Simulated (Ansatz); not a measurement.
# What a change of settings does to a run on N

The geometry is COD entry 9012476, unchecked; take it as a test cell.

First run: DFT, PBE, PAW with Ansatz's default frozen-core files, scalar-relativistic (Ansatz 0.2.0).

Command: `ansatz run input.yaml --threads 1 --pin off --max-ram 3072MiB --backend cpu --events-out ev --progress --plain --runs-dir out` The run took about 35 s on 1 thread of a shared machine.

```yaml
crystal:
  lattice:
    - [4.0499987506, 0.0, 0.0]
    - [-2.0249993753, 3.5074018033, 0.0]
    - [0.0, 0.0, 6.604]
  atoms:
    - { symbol: "N", position: [0.3333333333, 0.6666666667, 0.338] }
    - { symbol: "N", position: [0.6666666667, 0.3333333333, 0.838] }
    - { symbol: "N", position: [0.3333333333, 0.6666666667, 0.162] }
    - { symbol: "N", position: [0.6666666667, 0.3333333333, 0.662] }
kpoints:
  mp_grid: { grid: [9, 9, 5] }
  band_path:
    path:
      - [0.0, 0.0, 0.0]
      - [0.5, 0.0, 0.0]
      - [0.3333333333, 0.3333333333, 0.0]
      - [0.0, 0.0, 0.0]
      - [0.0, 0.0, 0.5]
      - [0.5, 0.0, 0.5]
      - [0.3333333333, 0.3333333333, 0.5]
      - [0.0, 0.0, 0.5]
      - [0.5, 0.0, 0.5]
    npoints: 8
scf:
  occupations: { method: fermi_dirac, width: 0.03 }
hamiltonian:
  xc: pbe
  pseudopotentials: { kind: paw }
output:
  forces: true
  stress: true
  eigenvalues: true
  efg: { contact_densities: true }
  populations: true
  bader: true
  dos: { projected: true, de: 0.2, e_range: [-14, 8] }
  write_density: true
  write_potential: true
  elf: true
  volumetric_format: npy
```

Result: converged; pressure -8.35 GPa; largest force 6.892 eV/Å; gap on the k mesh 6.04 eV (the mesh can miss the band edges); 6 SCF iterations.

The input is then changed:

```diff
@@ -25,4 +25,5 @@
 scf:
   occupations: { method: fermi_dirac, width: 0.03 }
+  lower_state_search: "off"
 hamiltonian:
   xc: pbe
@@ -34,9 +35,5 @@
   efg: { contact_densities: true }
   populations: true
-  bader: true
-  dos: { projected: true, de: 0.2, e_range: [-14, 8] }
-  write_density: true
-  write_potential: true
-  elf: true
-  volumetric_format: npy
+basis:
+  ecutrho_ratio: 12
```

Task: Predict the outcome of the changed run.

Result: It converged; energy at zero smearing 0.0 meV/atom from the first run; pressure -8.35 GPa; largest force 6.892 eV/Å; gap on the k mesh 6.04 eV (the mesh can miss the band edges); 6 SCF iterations.

The results part of its log:

```
SCF 1 converged in 6 iterations: F = -1535.588343 eV  dr2 = 2.25e-9
  greatest PAW one-centre occupation: 0.851 electrons in one spin orbital (limit 2), on the N atom at site 2 (counted from 0), in its partial waves of l = 0
NSCF: frozen V_eff on 65 k-points
SCF converged after 6 iterations
Free energy (F): -1535.588343 eV
Harris-Foulkes:  -1535.588343 eV  (|F-HF|=2.49e-9)
Internal energy: -1535.588343 eV  (E = F + TS)
E sigma→0 (E₀):  -1535.588343 eV
Fermi energy:    -2.158763 eV
--- Per-component energies (eV) ---
  E_band       = -207.730941
  E_kinetic    = 493.289463
  E_local      = -1458.256117  (includes V_loc(G=0)·N_el)
  E_nonlocal   = 188.806684
  E_hartree    = 466.330329
  E_xc         = -229.348710
  E_vxc        = -290.037633  (∫ρ·V_xc dr)
  E_paw        = -506.887321  (= ΣΔE_a)
  E_vpaw       = -74.193259  (= ΣTr[D̂ρ^β])
  E_aug_tail   = -0.000000  (compensation charges beyond the density's cutoff)
  E_ewald      = -489.522670
  E_smearing   = -0.000000  (= −TS)
  E_closure    = -0.000000  (closes the sum)
  Σ components = -1535.588343   (vs F -1535.588343, Δ=0.00e0)
--- Forces (eV/Å), atoms counted from 1 ---
  atom   1  N     -0.00000000     0.00000000    -6.89186017
  atom   2  N      0.00000000    -0.00000000    -6.89186017
  atom   3  N     -0.00000000     0.00000000     6.89186017
  atom   4  N     -0.00000000     0.00000000     6.89186017
  max |Σ_I F_I| component: 1.78e-15 eV/Å
--- Stress (GPa, compression-positive) ---
        0.617601       0.000000       0.000000
        0.000000       0.617601       0.000000
        0.000000       0.000000     -26.294135
  P = ⅓ Tr σ = -8.3530 GPa (-83.530 kbar)
--- PAW observables at the nuclei: V_zz in 10²¹ V/m², potentials from the cell's mean, atoms counted from 1 ---
  atom   1  N  V_zz =    -9.825838   η = 0.0000   by run symmetry: allowed
            electrostatic potential = -502.973242 V   contact ρ = 1421.622397 e/Å³
  atom   2  N  V_zz =    -9.825838   η = 0.0000   by run symmetry: allowed
            electrostatic potential = -502.973242 V   contact ρ = 1421.622397 e/Å³
  atom   3  N  V_zz =    -9.825838   η = 0.0000   by run symmetry: allowed
            electrostatic potential = -502.973242 V   contact ρ = 1421.622397 e/Å³
  atom   4  N  V_zz =    -9.825838   η = 0.0000   by run symmetry: allowed
            electrostatic potential = -502.973242 V   contact ρ = 1421.622397 e/Å³
--- Band table (eV; the first three rows and the last of 36) ---
  k-point 0: bands = ["-22.9660", "-22.9054", "-10.1734", "-9.1110", "-6.7008", "-6.7008", "-6.6911", "-6.5195", "-6.5195", "-5.1825", "1.6426", "1.6426", "2.2664", "2.2664"]
  k-point 1: bands = ["-22.9603", "-22.9113", "-10.0987", "-9.2592", "-6.6841", "-6.6841", "-6.5375", "-6.5375", "-6.5015", "-5.3013", "1.6986", "1.6986", "2.2021", "2.2021"]
  k-point 2: bands = ["-22.9454", "-22.9266", "-9.8859", "-9.5756", "-6.6399", "-6.6399", "-6.5839", "-6.5839", "-6.0753", "-5.6270", "1.8480", "1.8480", "2.0400", "2.0400"]
  k-point 35: bands = ["-22.9097", "-22.9097", "-9.6054", "-9.6054", "-6.9378", "-6.8361", "-6.8361", "-6.8154", "-5.8154", "-5.8154", "1.3302", "1.7124", "1.7124", "1.7870"]
--- Löwdin populations: 4 sites ---
  site symbol       q [e]
     0      N      4.9221
     1      N      4.9221
     2      N      4.9221
     3      N      4.9221
  spilling = 0.015573 (of n_electrons = 20.000000)
```
